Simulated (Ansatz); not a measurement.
# Ga2O3 (C2/m): projected density of states in Python

A script is to give a projected density of states; the system is Ga2O3 (C2/m).

All numbers are computed with Ansatz 0.2.0 through its Python package. Level of theory: DFT PBE, plane waves, PAW.

## (1) The structure

Symmetry: C2/m, No. 12, monoclinic system. The conventional cell has a = 12.214 Å, b = 3.037 Å, c = 5.798 Å, α = 90.00°, β = 103.83°, γ = 90.00°. Ga (site symmetry m) is surrounded by 4 O at 1.83 to 1.86 Å. Ga (site symmetry m) has 6 O at 1.94 to 2.07 Å as nearest neighbours. O (site symmetry m) is surrounded by 3 Ga at 1.83 to 1.94 Å. O (site symmetry m) has 4 Ga at 1.86 to 2.07 Å as nearest neighbours.

Input file ga2o3.vasp:

```text
Ga2O3
1.0
   6.10700000   -1.51855000    0.00000000
   6.10700000    1.51855000    0.00000000
  -1.38598890    0.00000000    5.63000874
Ga O
4 6
Direct
   0.09050000    0.09050000    0.79460000
   0.90950000    0.90950000    0.20540000
   0.65866000    0.65866000    0.31402000
   0.34134000    0.34134000    0.68598000
   0.16450000    0.16450000    0.10980000
   0.83550000    0.83550000    0.89020000
   0.17330000    0.17330000    0.56320000
   0.82670000    0.82670000    0.43680000
   0.49590000    0.49590000    0.25660000
   0.50410000    0.50410000    0.74340000
```

## (2) The code

File pdos_ga2o3.py:

```python
import warnings

import ansatz as az
from ase.io import read
import numpy as np

atoms = read('ga2o3.vasp', format='vasp')
system = az.Crystal.from_ase(atoms)

model = (
    system.calculation()
    .kpoints(density=2.9)
    .occupations('fixed')
    .scf(extra_bands=26)
    .density_of_states(projected=True, method='smearing', broadening_width=0.15, energy_step=0.1)
)
with warnings.catch_warnings(record=True) as caught:
    warnings.simplefilter('always')
    out = model.run(threads=1)
print('warnings raised:', sorted(w.category.__name__ for w in caught) or 'none')
data = out.report

dos = out.density_of_states()
energy = np.asarray(dos.energies_ev) - dos.fermi_ev
curves = {}
for site in out.projected_density_of_states().sites:
    for shell in site.shells:
        weight = sum(np.sum(curve.g_bin_mean_per_ev, axis=0) for curve in shell.curves)
        name = f'{site.species} {shell.label}'
        curves[name] = curves.get(name, 0) + weight

step = energy[1] - energy[0]
windows = [(-10, -5), (-5, 0), (0, 4)]
print('states by shell in windows of E - E_F (eV):', windows)
for name, g in curves.items():
    print(f'{name:8s}', ' '.join(f'{step * g[(energy >= a) & (energy < b)].sum():8.3f}' for a, b in windows))
filled = (energy < 0) & (energy > -10)
for name, g in curves.items():
    if g[filled].sum() * step > 0.5:
        print(f'centre of {name}: {np.average(energy[filled], weights=g[filled]):.2f} eV')
```

## (3) Running it

Started as:

```
$ python pdos_ga2o3.py
```

What it wrote:

```text
warnings raised: ['DeckWarning', 'PlacementWarning']
states by shell in windows of E - E_F (eV): [(-10, -5), (-5, 0), (0, 4)]
Ga 4S       1.601    0.560    0.093
Ga 4P       0.361    2.580    0.024
Ga 3D       0.139    0.623    0.004
O 2S        0.211    0.486    0.062
O 2P        3.886   24.980    0.373
centre of Ga 4S: -5.44 eV
centre of Ga 4P: -3.44 eV
centre of Ga 3D: -2.91 eV
centre of O 2S: -3.83 eV
centre of O 2P: -2.57 eV
```

Run time: 24 s. Hardware: 1 thread of Arm Neoverse V2, shared host; peak memory 0.66 GiB.

## (4) The run's own record

The report of the run holds:

| item | value |
| --- | --- |
| SCF cycles in all | 7 |
| k-points solved | 60 |
| plane waves | 2037 |
| bands | 70 |
| valence electrons | 88 |
| free energy (eV) | -18539.97242 |
| Fermi level (eV) | 8.220 |
| lowest empty less highest filled level on the mesh, by band count (eV) | 2.439 |

## (5) The density of states that the run wrote

From dos.tsv among the run's results, states per cell in windows of 2 eV from the Fermi level (on a coarse mesh the curve is spiky, and it ends where the bands solved end):

| from | to | states |
| --- | --- | --- |
| -10 | -8 | 0.00 |
| -8 | -6 | 2.88 |
| -6 | -4 | 6.76 |
| -4 | -2 | 11.39 |
| -2 | 0 | 14.62 |
| 0 | 2 | 0.34 |
| 2 | 4 | 0.22 |
| 4 | 6 | 1.77 |
| 6 | 8 | 6.05 |

## (6) Results

```
       quantity                                value
    free energy  -18539.9724 eV (-1853.9972 eV/atom)
gap on the mesh                              2.44 eV
```

**Reading.** On the mesh the gap is 2.44 eV; the true edges may lie between its points. Gaps at this rung are as a rule too small against experiment. What to keep in mind:
- Along an axis with an odd division the mesh misses the point at one half; a gap read on a finite mesh is an upper bound on this functional's gap.
- The Fermi level of a run with fixed occupations marks the highest occupied state on its mesh, not mid-gap.
- The crystal has a gap of about 2.44 eV on the mesh; any density of states at or just above the Fermi level is the tail of the broadening.
- No functional is typed, so the default, PBE, holds.
- Curves are summed over the cell's atoms. Only shells that the potentials hold have channels, so projections don't add up to the total, least of all where a shell is missing (p of most metals); heights and places of peaks move with the mesh.
- The density of states is complete only as far up as bands were computed.
- A band centre counts only the states inside the window taken.
